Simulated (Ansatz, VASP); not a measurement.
**SiO2 in VASP and in Ansatz**

The input INCAR:

```
  ALGO = Normal
  EDIFF = 1E-6
  ENCUT = 520
  GGA = PE
  ISIF = 2
  ISMEAR = 0
  ISPIN = 2
  LASPH = T
  LCHARG = F
  LORBIT = 11
  LREAL = F
  LWAVE = F
  MAGMOM = 0 1 1
  NBANDS = 19
  NELM = 150
  PREC = Accurate
  SIGMA = 0.1
```

The input KPOINTS:

```
k-points
0
Gamma
  8 8 8
```

POSCAR

```
SiO2
1.0
   -1.6715626021      1.6715626021      3.2394429095
    1.6715626021     -1.6715626021      3.2394429095
    1.6715626021      1.6715626021     -3.2394429095
Si O
1 2
Direct
    0.5000000000      0.5000000000      0.0000000000
    0.0000000000      0.5000000000      0.5000000000
    0.5000000000      0.0000000000      0.5000000000
```

Input for Ansatz:

```yaml
crystal:
  lattice:
    - [-1.6715626021, 1.6715626021, 3.2394429095]
    - [1.6715626021, -1.6715626021, 3.2394429095]
    - [1.6715626021, 1.6715626021, -3.2394429095]
  atoms:
    - { symbol: Si, position: [0.5, 0.5, 0.0] }
    - { symbol: O, position: [0.0, 0.5, 0.5], spin: 1.0 }
    - { symbol: O, position: [0.5, 0.0, 0.5], spin: 1.0 }
basis:
  ecutwfc: 420
kpoints:
  mp_grid: { grid: [8, 8, 8] }
hamiltonian:
  xc: pbe
scf:
  occupations: { method: gaussian, width: 0.1 }
  lower_state_search: "off"
output:
  forces: true
  stress: true
  eigenvalues: true
  populations: true
magnetization:
  spin_polarized: true
```

Alike in both runs: task single point; functional PBE; k mesh 8 × 8 × 8; occupations gaussian, width 0.1 eV; collinear spin.

```csv
,VASP,Ansatz
version,VASP 6.6.1,Ansatz 0.2.0
potentials or method,"VASP PAW PBE potentials, release 64 (Si, O)","scalar-relativistic, plane waves, PAW"
plane-wave cutoff (eV),520,420
valence electrons in the cell,16,16
```

|  | VASP | Ansatz | Ansatz less VASP |
| --- | --- | --- | --- |
| gap on the k mesh at the Fermi level (eV) | none | none | - |
| pressure (GPa) | 0.3 | 0.1 | -0.19 |
| largest component of the traceless stress (GPa) | 0.20 | 0.18 | -0.024 |
| net moment per atom (μB) | 0.00 | 0.00 | 0.000 |

A gap of «none» marks a metal or a gap that the smearing closes. With one functional, cell and mesh, what is left measures potentials, basis and numerics. Ansatz warned: «seeded_moment_not_kept».
